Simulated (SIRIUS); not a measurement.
## Ta2N in SIRIUS: the effect of smearing width

Crystal: Ta2N.

```
CELL_PARAMETERS angstrom
3.11286 0.00000 0.00000
-1.55643 2.69582 0.00000
0.00000 0.00000 4.86984
ATOMIC_POSITIONS crystal
Ta 0.33333 0.66667 0.25471
Ta 0.66667 0.33333 0.74529
N 0.00000 0.00000 0.00000
```

The cell comes from a database or a generator and needn't be the stable form of this composition.

Alike in all runs:

```yaml
Program: SIRIUS 7.12.0
Task: single point
Functional: PBE
Potentials_or_basis: all-electron FP-LAPW
Cutoff: 285 eV
Basis: apw+lo standard
k_mesh: 10 × 10 × 6
Spin: no spin polarisation
```

Problem. One run gave: largest force 0.01 eV/Å. Which smearing width did it use?
A. 0.1
B. 0.3
C. 0.01
D. 0.2
E. 0.03

Solution. C.

```csv
smearing width,occupations,largest force (eV/Å)
0.01,"fermi-dirac, width 0.01 eV",0.01
0.03,"fermi-dirac, width 0.03 eV",0.02
0.1,"fermi-dirac, width 0.1 eV",0.05
0.2,"fermi-dirac, width 0.2 eV",0.03
0.3,"fermi-dirac, width 0.3 eV",0.02
```
